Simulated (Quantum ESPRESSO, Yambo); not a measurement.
# MgO (Periclase): G0W0 in Yambo against the bands

How does the gap of MgO (Periclase) converge in the bands?

Method: PBE and many-body steps on it, plane waves, in Yambo 5.3.0.

Most raw output is cut from this account.

The database entry behind the starting cell differs from later determinations by our own check (about 0.1 % long), so it need not match the best structure at ambient conditions.

**1. The starting structure**

The structure is cubic, space group Fm-3m (No. 225). Conventional cell: a = 4.217 Å, b = 4.217 Å, c = 4.217 Å, α = 90.00°, β = 90.00°, γ = 90.00°. Nearest to Mg lie 6 O at 2.11 Å. Nearest to O lie 6 Mg at 2.11 Å. Farther neighbours and most contacts between anions are not listed.

Structure file:

```cif
data_structure
_symmetry_space_group_name_H-M 'P 1'
_symmetry_Int_Tables_number 1
_cell_length_a 2.9819
_cell_length_b 2.9819
_cell_length_c 2.9819
_cell_angle_alpha 60.000
_cell_angle_beta 60.000
_cell_angle_gamma 60.000
_cell_volume 18.75
loop_
_atom_site_label
_atom_site_type_symbol
_atom_site_fract_x
_atom_site_fract_y
_atom_site_fract_z
_atom_site_occupancy
Mg1 Mg 0.00000 0.00000 0.00000 1
O2 O 0.50000 0.50000 0.50000 1
```

The cell and positions come from the Crystallography Open Database and are kept as given unless a step says otherwise.

**2. 20 bands**

This step: Yambo 5.3.0; G0W0 on PBE, plane waves, norm-conserving pseudopotentials.

Now the one-shot GW correction: screening in the RPA, then the self-energy of the levels asked for.

Contents of gw1.in:

```
HF_and_locXC
gw0
dyson
ppa
em1d
rim_cut
RandQpts= 1000000
RandGvec= 1 RL
EXXRLvcs= 76 Ry
VXCRLvcs= 304 Ry
Chimod= "HARTREE"
% BndsRnXp
 1 | 20 |
%
NGsBlkXp= 15.5 Ry
% LongDrXp
 1 | 1 | 1 |
%
% GbndRnge
 1 | 20 |
%
DysSolver= "n"
ExtendOut
PPAPntXp= 27.21138 eV
% QPkrange
 1 | 1 | 7 | 10 |
%
```

The run is started by

```sh
OMP_NUM_THREADS=1 mpirun -n 4 yambo -F gw1.in -J gw1 -C gw1 > gw1.log
```

Wall time 6.2 s (4 MPI ranks of Arm Neoverse V1, shared host); peak memory 1 GiB.

Numbers from this step:

```
G0W0 gap on the points computed              : 6.922 eV
starting gap on the mesh                     : 4.733 eV
k of the valence top                         : 0, 0, 0
k of the conduction bottom                   : 0, 0, 0
least direct G0W0 gap on the computed points : 6.922 eV
Z at the valence top                         : 0.8022
Z at the conduction bottom                   : 0.8513
```

The gap on the mesh goes from 4.73 eV to 6.92 eV, a correction of +2.19 eV.

**3. 35 bands**

Contents of gw2.in:

```
HF_and_locXC
gw0
dyson
ppa
em1d
rim_cut
RandQpts= 1000000
RandGvec= 1 RL
EXXRLvcs= 76 Ry
VXCRLvcs= 304 Ry
Chimod= "HARTREE"
% BndsRnXp
 1 | 35 |
%
NGsBlkXp= 15.5 Ry
% LongDrXp
 1 | 1 | 1 |
%
% GbndRnge
 1 | 35 |
%
DysSolver= "n"
ExtendOut
PPAPntXp= 27.21138 eV
% QPkrange
 1 | 1 | 7 | 10 |
%
```

The run is started by

```sh
OMP_NUM_THREADS=1 mpirun -n 4 yambo -F gw2.in -J gw2 -C gw2 > gw2.log
```

It took 9.4 s on 4 MPI ranks; peak memory 1.1 GiB.

Numbers from this step:

```
G0W0 gap on the points computed              : 6.868 eV
starting gap on the mesh                     : 4.733 eV
k of the valence top                         : 0, 0, 0
k of the conduction bottom                   : 0, 0, 0
least direct G0W0 gap on the computed points : 6.868 eV
Z at the valence top                         : 0.8001
Z at the conduction bottom                   : 0.8507
```

Against the run before, the gap moves by −0.054 eV.

**4. 63 bands**

Contents of gw3.in:

```
HF_and_locXC
gw0
dyson
ppa
em1d
rim_cut
RandQpts= 1000000
RandGvec= 1 RL
EXXRLvcs= 76 Ry
VXCRLvcs= 304 Ry
Chimod= "HARTREE"
% BndsRnXp
 1 | 63 |
%
NGsBlkXp= 15.5 Ry
% LongDrXp
 1 | 1 | 1 |
%
% GbndRnge
 1 | 63 |
%
DysSolver= "n"
ExtendOut
PPAPntXp= 27.21138 eV
% QPkrange
 1 | 1 | 7 | 10 |
%
```

The run is started by

```sh
OMP_NUM_THREADS=1 mpirun -n 4 yambo -F gw3.in -J gw3 -C gw3 > gw3.log
```

It took 15 s on 4 MPI ranks; peak memory 1.2 GiB; 55 s of CPU time.

This step gave:

- G0W0 gap on the points computed: 6.923 eV
- starting gap on the mesh: 4.733 eV
- k of the valence top: 0, 0, 0
- k of the conduction bottom: 0, 0, 0
- least direct G0W0 gap on the computed points: 6.923 eV

Against the run before, the gap moves by +0.055 eV.

**5. 110 bands**

Contents of gw4.in:

```
HF_and_locXC
gw0
dyson
ppa
em1d
rim_cut
RandQpts= 1000000
RandGvec= 1 RL
EXXRLvcs= 76 Ry
VXCRLvcs= 304 Ry
Chimod= "HARTREE"
% BndsRnXp
 1 | 110 |
%
NGsBlkXp= 15.5 Ry
% LongDrXp
 1 | 1 | 1 |
%
% GbndRnge
 1 | 110 |
%
DysSolver= "n"
ExtendOut
PPAPntXp= 27.21138 eV
% QPkrange
 1 | 1 | 7 | 10 |
%
```

The run is started by

```sh
OMP_NUM_THREADS=1 mpirun -n 4 yambo -F gw4.in -J gw4 -C gw4 > gw4.log
```

It took 24 s on 4 MPI ranks; peak memory 1.2 GiB; 92 s of CPU time.

Numbers from this step:

* G0W0 gap on the points computed: 6.993 eV
* starting gap on the mesh: 4.733 eV
* k of the valence top: 0, 0, 0
* k of the conduction bottom: 0, 0, 0
* least direct G0W0 gap on the computed points: 6.993 eV

Against the run before, the gap moves by +0.070 eV.

**6. 166 bands**

Contents of gw5.in:

```
HF_and_locXC
gw0
dyson
ppa
em1d
rim_cut
RandQpts= 1000000
RandGvec= 1 RL
EXXRLvcs= 76 Ry
VXCRLvcs= 304 Ry
Chimod= "HARTREE"
% BndsRnXp
 1 | 166 |
%
NGsBlkXp= 15.5 Ry
% LongDrXp
 1 | 1 | 1 |
%
% GbndRnge
 1 | 166 |
%
DysSolver= "n"
ExtendOut
PPAPntXp= 27.21138 eV
% QPkrange
 1 | 1 | 7 | 10 |
%
```

The run is started by

```sh
OMP_NUM_THREADS=1 mpirun -n 4 yambo -F gw5.in -J gw5 -C gw5 > gw5.log
```

Elapsed: 35 s, on 4 MPI ranks; peak memory 1.3 GiB; 2.3 min of CPU time.

This step gave:

| Item | Value |
| --- | --- |
| G0W0 gap on the points computed | 7.029 eV |
| starting gap on the mesh | 4.733 eV |
| k of the valence top | 0, 0, 0 |
| k of the conduction bottom | 0, 0, 0 |
| least direct G0W0 gap on the computed points | 7.029 eV |

Against the run before, the gap moves by +0.035 eV.

**7. 229 bands**

Contents of gw6.in:

```
HF_and_locXC
gw0
dyson
ppa
em1d
rim_cut
RandQpts= 1000000
RandGvec= 1 RL
EXXRLvcs= 76 Ry
VXCRLvcs= 304 Ry
Chimod= "HARTREE"
% BndsRnXp
 1 | 229 |
%
NGsBlkXp= 15.5 Ry
% LongDrXp
 1 | 1 | 1 |
%
% GbndRnge
 1 | 229 |
%
DysSolver= "n"
ExtendOut
PPAPntXp= 27.21138 eV
% QPkrange
 1 | 1 | 7 | 10 |
%
```

The run is started by

```sh
OMP_NUM_THREADS=1 mpirun -n 4 yambo -F gw6.in -J gw6 -C gw6 > gw6.log
```

Wall time 49 s (4 MPI ranks); peak memory 1.4 GiB; 3.2 min of CPU time.

Numbers from this step:

```yaml
g0w0_gap_on_the_points_computed: 7.047 eV
starting_gap_on_the_mesh: 4.733 eV
k_of_the_valence_top: 0, 0, 0
k_of_the_conduction_bottom: 0, 0, 0
least_direct_g0w0_gap_on_the_computed_points: 7.047 eV
```

Against the run before, the gap moves by +0.018 eV.

**8. The runs together**

Times are wall times on 4 MPI ranks of Arm Neoverse V1, shared host, good to a factor of about two.

| run | mesh | bands | screening cutoff (eV) | DFT gap (eV) | gap on the mesh (eV) | direct (eV) | time |
| --- | --- | --- | --- | --- | --- | --- | --- |
| 20 bands | 4×4×4 | 20 | 210.9 | 4.733 | 6.922 | 6.922 | 6.2 s |
| 35 bands | 4×4×4 | 35 | 210.9 | 4.733 | 6.868 | 6.868 | 9.4 s |
| 63 bands | 4×4×4 | 63 | 210.9 | 4.733 | 6.923 | 6.923 | 15 s |
| 110 bands | 4×4×4 | 110 | 210.9 | 4.733 | 6.993 | 6.993 | 24 s |
| 166 bands | 4×4×4 | 166 | 210.9 | 4.733 | 7.029 | 7.029 | 35 s |
| 229 bands | 4×4×4 | 229 | 210.9 | 4.733 | 7.047 | 7.047 | 49 s |

**9. What came out**

- 20 bands: 6.922 eV
- 35 bands: 6.868 eV
- 63 bands: 6.923 eV
- 110 bands: 6.993 eV
- 166 bands: 7.029 eV
- 229 bands: 7.047 eV
- known limits: not at the basis limit; coarse k mesh

What this shows: The setting moved: bands. From 20 bands to 229 bands the gap moves by +0.13 eV, for 7.9 times the time, not steadily: it passes through 6.87 eV. The last step still moves it by +0.018 eV. Bands and screening cutoff are coupled, so a series along one setting does not show full convergence. Bands and cutoff are finite, so the gap is not at the basis limit. The miss can reach some tenths of an eV and take either sign; the mesh is an error of its own. In the G0W0 runs levels were corrected at 1 k point alone, so a gap called «on the mesh» is the least over those, and an edge elsewhere would be missed. The 4×4×4 mesh is coarse for this cell, which bears on the long-range parts of exchange and screening.

[Paths, hosts, dates, memory and timing lines, banners, echoed tables and standing remarks are left out of the program output.]

[Logs are printed without paths, hosts, clocks, repeated set-up lines and the standing remarks that a program may print on its own settings, such as how far it seeks lower states.]

[Runs of the session that timed out or met a known fault of the program may be left out.]

[Hosts, paths, dates, database ids (printed as entryN), source tags and the programs' standing remarks are cut or masked in the printed files.]
